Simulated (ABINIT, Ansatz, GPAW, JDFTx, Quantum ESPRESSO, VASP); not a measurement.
ZnS: programs and potentials compared

```xyz
2
Lattice="0.0000 2.7020 2.7020 2.7020 0.0000 2.7020 2.7020 2.7020 0.0000" Properties=species:S:1:pos:R:3 pbc="T T T"
Zn    4.0530    4.0530    4.0530
S     0.0000    0.0000    0.0000
```

Alike in all runs: task single point; functional PBE; k mesh 9 × 9 × 9; occupations fermi-dirac, width 0.05 eV; no spin polarisation; no spin-orbit coupling. Pressure is positive in compression and, in plane waves, holds the error of the finite cutoff, which Ansatz's Pulay term estimates and takes out.

```csv
program and potentials,plane-wave cutoff (eV),notes,pressure (GPa)
"ABINIT, JTH PAW PBE v2.0",599,9 valence electrons an atom on average,1.37
"Ansatz, all-electron LAPW, scalar-relativistic",-,-,1.61
"JDFTx, PseudoDojo-SR-PBE-0.5-standard with smoothed tails",1143,13 valence electrons an atom on average,1.58
"VASP, PBE PAW files S, Zn, 520 eV",520,9 valence electrons an atom on average,1.76
"Quantum ESPRESSO, SSSP 1.3 efficiency PBE",748,13 valence electrons an atom on average,1.67
"Ansatz, Ansatz PAW (earlier soft set)",420,9 valence electrons an atom on average; Pulay term of +0.08 GPa included,1.60
"GPAW, GPAW PAW data sets (gpaw-data 1.2.1)",600,9 valence electrons an atom on average,1.62
```

The pressure spans 1.37 (ABINIT, JTH PAW PBE v2.0) to 1.76 GPa (VASP, PBE PAW files S, Zn, 520 eV), with all-electron results at 1.61.

The functional is the same throughout but for its coding, so the spread measures potentials, basis and numerics; runs on potential files found faulty are left out.

All the runs find the crystal under compression, so PBE would expand this cell. That is expected: the cell is close to the measured one, and PBE usually underbinds semiconductors of this kind, giving lattice parameters that are slightly too large.

The size of the valence space doesn't order the results. Both valence counts give pressures close to the all-electron value, and the smaller one also gives both extremes. With the Zn 3d shell active in either case, freezing the deeper Zn 3s and 3p shells is therefore probably not the main source of the spread.

A finite plane-wave basis usually makes the pressure too low. This could account for part of ABINIT's 1.37 GPa, though the construction of its potentials is an equally open possibility. It would not explain VASP's 1.76 GPa, since removing such an error would normally move that value further from the all-electron 1.61 GPa. Agreement in pressure at one volume does not establish agreement in the bulk modulus.
